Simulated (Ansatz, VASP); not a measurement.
**One calculation of MoS2, two programs**

The input INCAR:

```
SYSTEM = MoS2
ALGO = Normal ; DIPOL = 0.5 0.5 0.500
EDIFF = 1E-6 ; ENCUT = 520
GGA = PE ; IDIPOL = 3
ISIF = 2 ; ISMEAR = 0
IVDW = 12 ; LASPH = .TRUE.
LCHARG = .FALSE. ; LDIPOL = .TRUE.
LREAL = .FALSE. ; LWAVE = .FALSE.
NBANDS = 20 ; NELM = 80
PREC = Accurate ; SIGMA = 0.02
```

Contents of KPOINTS:

```
k-points
0
G
  12 12 1
  0 0 0
```

File POSCAR:

```
MoS2
1.0
    3.1542346165      0.0000000000      0.0000000000
   -1.5771173083      2.7316473074      0.0000000000
    0.0000000000      0.0000000000     32.2630186430
S Mo
2 1
Direct
    0.3333333333      0.6666666667      0.4514239391
    0.3333333333      0.6666666667      0.5485760609
    0.6666666667      0.3333333333      0.5000000000
```

Input for Ansatz:

```yaml
crystal:
  lattice:
    - [3.1542346165, 0.0, 0.0]
    - [-1.5771173083, 2.7316473074, 0.0]
    - [0.0, 0.0, 32.263018643]
  atoms:
    - { symbol: S, position: [0.3333333333, 0.6666666667, 0.4514239391] }
    - { symbol: Mo, position: [0.6666666667, 0.3333333333, 0.5] }
    - { symbol: S, position: [0.3333333333, 0.6666666667, 0.5485760609] }
  periodic: [true, true, false]
basis:
  ecutwfc: 420
kpoints:
  mp_grid: { grid: [12, 12, 1] }
  band_path: { path: [VBM, CBM], npoints: 2 }
hamiltonian:
  xc: pbe
  dispersion: d3bj
scf:
  occupations: { method: gaussian, width: 0.02 }
output:
  forces: false
  stress: false
  eigenvalues: true
checkpoint:
  read: start.run
  write: ck
  compress: false
  write_wavefunctions: false
  write_every: 100000
```

Alike in both runs: task single point; functional PBE; dispersion D3(BJ); k mesh 12 × 12 × 1; occupations gaussian, width 0.02 eV; no spin polarisation.

|  | VASP | Ansatz |
| --- | --- | --- |
| version | VASP 6.6.1 | Ansatz 0.2.0 |
| potentials or method | VASP PAW PBE potentials, release 64 (S, Mo_sv) | scalar-relativistic, plane waves, PAW |
| plane-wave cutoff (eV) | 520 | 420 |
| valence electrons in the cell | 26 | 26 |

|  | VASP | Ansatz | Ansatz less VASP |
| --- | --- | --- | --- |
| gap on the k mesh at the Fermi level (eV) | 1.78 | 1.78 | -0.004 |
| least direct gap on the mesh (eV) | 1.78 | 1.78 | -0.004 |

Expect the measured gap to be larger: semilocal functionals such as PBE lack the derivative discontinuity.
